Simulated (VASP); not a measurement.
# CdS (Greenockite) (P6_3mc) in VASP: a series of runs

The runs below take CdS (Greenockite) through relaxation of cell and atoms, with PBEsol.

All numbers are computed with VASP 6.6.1; they aren't measurements. Logs are shortened: lines on timing, memory, paths and dates and some standing lists are left out, and cuts for length are marked.

### Step 1. The crystal as given

The structure is hexagonal, space group P6_3mc (No. 186). Conventional cell: a = 4.150 Å, b = 4.150 Å, c = 6.737 Å, α = 90.00°, β = 90.00°, γ = 120.00°. Cd (site symmetry 3m) has 4 S at 2.53 to 2.54 Å as nearest neighbours. S (site symmetry 3m) is surrounded by 4 Cd at 2.53 to 2.54 Å.

### Step 2. Relaxation of cell and atoms, PBEsol

INCAR

```
  PREC = Accurate
  ENCUT = 600
  EDIFF = 1E-6
  ISMEAR = 0
  SIGMA = 0.03
  LREAL = False
  LASPH = True
  NELM = 80
  ALGO = Normal
  ISIF = 3
  LWAVE = False
  LCHARG = False
  GGA = PS
  IBRION = 2
  NSW = 90
  EDIFFG = -0.01
  KPAR = 2
```

KPOINTS

```
regular mesh
0
Gamma
  9 9 4
```

POSCAR

```
CdS
1.0
    4.1500000000      0.0000000000      0.0000000000
   -2.0750000000      3.5940054257      0.0000000000
    0.0000000000      0.0000000000      6.7370000000
Cd S
2 2
Direct
    0.3333333333      0.6666666667      0.0000000000
    0.6666666667      0.3333333333      0.5000000000
    0.3333333333      0.6666666667      0.3750000000
    0.6666666667      0.3333333333      0.8750000000
```

Potentials or basis: VASP PAW PBE potentials, release 64 (Cd, S).

Command:

```sh
cat potpaw_PBE.64/Cd/POTCAR potpaw_PBE.64/S/POTCAR > POTCAR
mpirun -np 2 vasp_std > vasp.out
```

OUTCAR:

```text
PREC = Accurate
   ENCUT = 600
   EDIFF = 1E-6
   ISMEAR = 0
   LREAL = False
   LASPH = True
   NELM = 80
   ISIF = 3
   GGA = PS
   IBRION = 2
   NSW = 90
   EDIFFG = -0.01

 ion  position               nearest neighbor table
   1  0.333  0.667  0.000-   3 2.53   4 2.54   4 2.54   4 2.54
   2  0.667  0.333  0.500-   4 2.53   3 2.54   3 2.54   3 2.54
   3  0.333  0.667  0.375-   1 2.53   2 2.54   2 2.54   2 2.54
   4  0.667  0.333  0.875-   2 2.53   1 2.54   1 2.54   1 2.54

  LATTYP: Found a hexagonal cell.
 ALAT       =     4.1500000000
 C/A-ratio  =     1.6233734940

  Lattice vectors:

 A1 = (   4.1500000000,   0.0000000000,   0.0000000000)
 A2 = (  -2.0750000000,   3.5940054257,   0.0000000000)
 A3 = (   0.0000000000,   0.0000000000,   6.7370000000)

Analysis of symmetry for initial positions (statically):
=====================================================================
 Subroutine PRICEL returns:
 Original cell was already a primitive cell.

 Routine SETGRP: Setting up the symmetry group for a
 hexagonal supercell.

 Subroutine GETGRP returns: Found 12 space group operations
 (whereof  6 operations were pure point group operations)
 out of a pool of 24 trial point group operations.

The static configuration has the point symmetry C_3v.
 The point group associated with its full space group is C_6v.

Analysis of symmetry for dynamics (positions and initial velocities):
=====================================================================
 Subroutine PRICEL returns:
 Original cell was already a primitive cell.

 Routine SETGRP: Setting up the symmetry group for a
 hexagonal supercell.

 Subroutine GETGRP returns: Found 12 space group operations
 (whereof  6 operations were pure point group operations)
 out of a pool of 24 trial point group operations.

The dynamic configuration has the point symmetry C_3v.
 The point group associated with its full space group is C_6v.

 Subroutine INISYM returns: Found 12 space group operations
 (whereof  6 operations are pure point group operations),
 and found     1 'primitive' translations

----------------------------------------------------------------------------------------

                                     Primitive cell

  volume of cell :     100.4832

  direct lattice vectors                    reciprocal lattice vectors
     4.150000000  0.000000000  0.000000000     0.240963855  0.139120547  0.000000000
    -2.075000000  3.594005426  0.000000000     0.000000000  0.278241094  0.000000000
     0.000000000  0.000000000  6.737000000     0.000000000  0.000000000  0.148434021

  length of vectors
     4.150000000  4.150000000  6.737000000     0.278241094  0.278241094  0.148434021

  position of ions in fractional coordinates (direct lattice)
     0.333333333  0.666666667  0.000000000
     0.666666667  0.333333333  0.500000000
     0.333333333  0.666666667  0.375000000
     0.666666667  0.333333333  0.875000000

  ion indices of the primitive-cell ions
   primitive index   ion index
                 1           1
                 2           2
                 3           3
                 4           4

----------------------------------------------------------------------------------------

 KPOINTS: regular mesh

Automatic generation of k-mesh.
 Grid dimensions read from file:
 generate k-points for:    9    9    4

 Generating k-lattice:

  Cartesian coordinates                     Fractional coordinates (reciprocal lattice)
     0.026773762  0.015457839  0.000000000     0.111111111  0.000000000  0.000000000
     0.000000000  0.030915677  0.000000000     0.000000000  0.111111111  0.000000000
     0.000000000  0.000000000  0.037108505     0.000000000  0.000000000  0.250000000

  Length of vectors
     0.030915677  0.030915677  0.037108505

  Shift w.r.t. Gamma in fractional coordinates (k-lattice)
     0.000000000  0.000000000  0.000000000

 Subroutine IBZKPT returns following result:
 ===========================================

 Found     36 irreducible k-points:

 Following reciprocal coordinates:
            Coordinates               Weight
  0.000000  0.000000  0.000000      1.000000
  0.111111 -0.000000  0.000000      6.000000
  0.222222 -0.000000  0.000000      6.000000
  0.333333 -0.000000  0.000000      6.000000
  0.444444 -0.000000  0.000000      6.000000
  0.111111  0.111111  0.000000      6.000000
[... 16 lines left out ...]
  0.333333  0.222222  0.250000     24.000000
  0.333333  0.333333  0.250000      4.000000
 [... further k-points ...]
   k-points           NKPTS =     36   k-points in BZ     NKDIM =     36   number of bands    NBANDS=     22
   number of dos      NEDOS =    301   number of ions     NIONS =      4
   total plane-waves  NPLWV =  69984
   dimension x,y,z NGX =    36 NGY =   36 NGZ =   54
   dimension x,y,z NGXF=    72 NGYF=   72 NGZF=  108
   ions per type =               2   2
   NGX,Y,Z   is equivalent  to a cutoff of  14.42, 14.42, 13.33 a.u.
   NGXF,Y,Z  is equivalent  to a cutoff of  28.84, 28.84, 26.65 a.u.
 SYSTEM =  unknown system
   PREC   = accura    normal or accurate (medium, high low for compatibility)
   ISTART =      0    job   : 0-new  1-cont  2-samecut
   ICHARG =      2    charge: 1-file 2-atom 10-const
   ISPIN  =      1    spin polarized calculation?
   LNONCOLLINEAR =      F non collinear calculations
   LSORBIT =      F    spin-orbit coupling
   LASPH  =      T    aspherical Exc in radial PAW
   ENCUT  =  600.0 eV  44.10 Ry    6.64 a.u.   8.29  8.29 13.46*2*pi/ulx,y,z
   NELM   =     80;   NELMIN=  2; NELMDL= -5     # of ELM steps
   EDIFF  = 0.1E-05   stopping-criterion for ELM
   LREAL  =      F    real-space projection
   EDIFFG = -.1E-01   stopping-criterion for IOM
   NSW    =     90    number of steps for IOM
   IBRION =      2    ionic relax: 0-MD 1-quasi-New 2-CG
   NFREE  =      1    steps in history (QN), initial steepest desc. (CG)
   ISIF   =      3    stress and relaxation
   ISYM   =      2    0-nonsym 1-usesym 2-fastsym
   POTIM  = 0.5000    time-step for ionic-motion
   TEBEG  =    0.0;   TEEND  =   0.0 temperature during run
   PSTRESS=    0.0 pullay stress
   NELECT =      36.0000    total number of electrons
   NUPDOWN=      -1.0000    fix difference up-down
   EMIN   =  10.00;   EMAX   =-10.00  energy-range for DOS
   EFERMI =   0.00;   METHOD = LEGACY
   ISMEAR =     0;   SIGMA  =   0.03  broadening in eV -4-tet -1-fermi 0-gaus
   EFERMI_NEDOS =   21; number of points for ismear=-14 and -15
   IALGO  =     38    algorithm
   IMIX   =      4    mixing-type and parameters
     AMIX     =   0.40;   BMIX     =  1.00
     AMIX_MAG =   1.60;   BMIX_MAG =  1.00
  volume/ion in A,a.u.               =      25.12       169.52
  Fermi-wavevector in a.u.,A,eV,Ry     =   1.162727  2.197236 18.394190  1.351935
  Thomas-Fermi vector in A             =   2.299285
   LORBIT       =      0    0 simple, 1 ext, 2 COOP (PROOUT), +10 PAW based schemes
   GGA     = PS    functional components
   LHFCALC =     F    Hartree Fock is set to
   AEXX    =    0.0000 exact exchange contribution
   IVDW    =     0    specifies the selected vdW correction
   LEPSILON=     F    determine dielectric tensor
   LRPA    =     F    only Hartree local field effects (RPA)
 conjugate gradient relaxation of ions
 non-spin polarized calculation
 Gauss-broadening in eV      SIGMA  =   0.03
  energy-cutoff  :      600.00
  volume of cell :      100.48
 maximum number of plane-waves:      3378
 NGX is ok and might be reduce to    36
   NGX = 17   NGY = 17   NGZ = 27

--------------------------------------- Ionic step        1  -------------------------------------------

 number of electron      36.0000008 magnetization

 Free energy of the ion-electron system (eV)
  ---------------------------------------------------
  ext. energy  EPLUGINS =         0.00000000
  ---------------------------------------------------
  free energy    TOTEN  =       -13.63111351 eV

  energy without entropy =      -13.63111351  energy(sigma->0) =      -13.63111351

------------------------ aborting loop because EDIFF is reached ----------------------------------------

  FORCE on cell =-STRESS in cart. coord.  units (eV):
  Direction    XX          YY          ZZ          XY          YZ          ZX
  --------------------------------------------------------------------------------------
  -------------------------------------------------------------------------------------
  Total       -0.4391276     -0.4391276     -0.0662353      0.0000000      0.0000000      0.0000000
  in kB       -7.0017722     -7.0017722     -1.0561041      0.0000000      0.0000000      0.0000000
  external PRESSURE =      -5.0198829 kB  Pullay stress =       0.0000000 kB
[... 61 lines left out ...]
  energy  without entropy=      -13.6342755932  energy(sigma->0) =      -13.63427559

--------------------------------------- Ionic step        3  -------------------------------------------

 number of electron      36.0000004 magnetization

 Free energy of the ion-electron system (eV)
  ---------------------------------------------------
  ext. energy  EPLUGINS =         0.00000000
  ---------------------------------------------------
  free energy    TOTEN  =       -13.63428938 eV

  energy without entropy =      -13.63428938  energy(sigma->0) =      -13.63428938

 E-fermi :   1.3712     XC(G=0):  -9.3624

 val. band max:        1.1975661566   @ k =   0.0000   0.0000   0.0000
 cond. band min:       2.2778353321   @ k =   0.0000   0.0000   0.0000
 fundamental gap:      1.0802691754
 Fermi energy:         1.3711861396

 k-point     1 :       0.0000    0.0000    0.0000
  band No.  band energies     occupation
      1     -11.1822      2.00000
      2     -10.7392      2.00000
      3      -6.5097      2.00000
      4      -6.4997      2.00000
      5      -6.4997      2.00000
      6      -6.4143      2.00000
[... 574 lines left out ...]
      6      -6.2123      2.00000
[... 14 lines left out ...]
     21       6.1347      0.00000
     22       7.8644      0.00000

 [... further k-points ...]

------------------------ aborting loop because EDIFF is reached ----------------------------------------

  FORCE on cell =-STRESS in cart. coord.  units (eV):
  Direction    XX          YY          ZZ          XY          YZ          ZX
  --------------------------------------------------------------------------------------
  -------------------------------------------------------------------------------------
  Total        0.0092733      0.0092733     -0.0243847      0.0000000      0.0000000      0.0000000
  in kB        0.1494673      0.1494673     -0.3930343      0.0000000      0.0000000      0.0000000
  external PRESSURE =      -0.0313666 kB  Pullay stress =       0.0000000 kB
[... 19 lines left out ...]
  FREE ENERGIE OF THE ION-ELECTRON SYSTEM (eV)
  ---------------------------------------------------
  free  energy   TOTEN  =       -13.6342893794 eV

  energy  without entropy=      -13.6342893794  energy(sigma->0) =      -13.63428938

 reached required accuracy - stopping structural energy minimisation
```

Run time: 2.4 min. Hardware: 2 MPI ranks of AMD EPYC 7R13 (Zen 3), shared host; peak memory 0.28 GiB.

Results:

| Property | Result |
| --- | --- |
| Free energy | -13.6343 eV |
| Relaxed volume | 24.85 Å³/atom |
| Relaxed cell | a = 4.129 Å, b = 4.129 Å, c = 6.732 Å, α = 90.00°, β = 90.00°, γ = 120.00° |
| Space group after relaxing (to 0.05 Å) | P6_3mc (No. 186) |
| Energy gained by relaxing | 0.8 meV/atom |
| Ionic steps | 3 |
| Pressure after relaxing | 0.0 GPa |
| Largest force after relaxing | 0.005 eV/Å |
| Band gap on the k mesh | 1.08 eV, direct |

Forces in eV/Å, atoms in the order of the input:
```
Cd   0.000  0.000 -0.005
Cd   0.000  0.000 -0.005
S    0.000  0.000  0.005
S    0.000  0.000  0.005
```

Step by step:
```csv
step,energy change (eV),largest force (eV/Å),pressure (GPa),volume (Å³)
1,0.0000,0.0669,-0.50,100.48
2,-0.0032,0.0018,0.05,99.34
3,-0.0032,0.0054,0.00,99.40
```

Final structure:
```yaml
crystal:
  lattice:
    - [4.12919, 0.00000, 0.00000]
    - [-2.06459, 3.57598, 0.00000]
    - [0.00000, 0.00000, 6.73190]
  atoms:
    - { symbol: Cd, position: [0.33333, 0.66667, 0.99955] }
    - { symbol: Cd, position: [0.66667, 0.33333, 0.49955] }
    - { symbol: S, position: [0.33333, 0.66667, 0.37545] }
    - { symbol: S, position: [0.66667, 0.33333, 0.87545] }
```

Caveat: the PAW data sets were made with another functional, which shifts forces and pressure a little.

### Step 3. Relaxation of cell and atoms, PBEsol

This run uses another cell than the first one, of 24.85 Å³/atom, 0.989 times its volume.

Changes to INCAR since step 2:

```diff
@@ -2,3 +2,3 @@
   ENCUT = 600
-  EDIFF = 1E-6
+  EDIFF = 1E-7
   ISMEAR = 0
@@ -15,3 +15,3 @@
   NSW = 90
-  EDIFFG = -0.01
+  EDIFFG = -0.005
   KPAR = 2
```

KPOINTS is that of step 2.

POSCAR

```
CdS                                     
1.0
    4.1291873840      0.0000000000      0.0000000000
   -2.0645936920      3.5759811716      0.0000000000
    0.0000000000      0.0000000000      6.7319038302
  Cd              S             
     2     2
Direct
     0.3333333332999970    0.6666666667000030    0.9995462526542453
     0.6666666667000030    0.3333333332999970    0.4995462526542453
     0.3333333332999970    0.6666666667000030    0.3754537473457547
     0.6666666667000030    0.3333333332999970    0.8754537473457547
```

Potentials or basis: VASP PAW PBE potentials, release 64 (Cd, S).

Command:

```sh
cat potpaw_PBE.64/Cd/POTCAR potpaw_PBE.64/S/POTCAR > POTCAR
mpirun -np 2 vasp_std > vasp.out
```

Run time: 4.2 min. Hardware: 2 MPI ranks of AMD EPYC 7R13 (Zen 3), shared host; peak memory 0.28 GiB.

Results (log left out):

```yaml
Free_energy: -13.6339 eV
Energy_gained_by_relaxing: 0.0 meV/atom
Ionic_steps: 5
Pressure_after_relaxing: 0.0 GPa
Band_gap_on_the_k_mesh: 1.08 eV, direct
```

Forces in eV/Å, atoms in the order of the input:
```
Cd   0.000  0.000 -0.003
Cd   0.000  0.000 -0.003
S    0.000  0.000  0.003
S    0.000  0.000  0.003
```

Final structure:
```cif
data_structure
_symmetry_space_group_name_H-M 'P 1'
_symmetry_Int_Tables_number 1
_cell_length_a 4.1315
_cell_length_b 4.1315
_cell_length_c 6.7246
_cell_angle_alpha 90.000
_cell_angle_beta 90.000
_cell_angle_gamma 120.000
_cell_volume 99.40
loop_
_atom_site_label
_atom_site_type_symbol
_atom_site_fract_x
_atom_site_fract_y
_atom_site_fract_z
_atom_site_occupancy
Cd1 Cd 0.33333 0.66667 0.99932 1
Cd2 Cd 0.66667 0.33333 0.49932 1
S1 S 0.33333 0.66667 0.37568 1
S2 S 0.66667 0.33333 0.87568 1
```

Levels at points of the mesh, in eV from the valence-band top:
| k point | band 16 | band 17 | band 18 | band 19 | band 20 | band 21 |
| --- | --- | --- | --- | --- | --- | --- |
| (0.00, 0.00, 0.00) | -0.05 | 0.00 | 0.00 | 1.08 | 2.68 | 6.38 |
| (0.00, 0.00, 0.50) | -0.40 | -0.40 | -0.40 | 2.75 | 2.75 | 6.07 |

Caveat: the PAW data sets were made with another functional, which shifts forces and pressure a little.

[end of part 1 of 2]
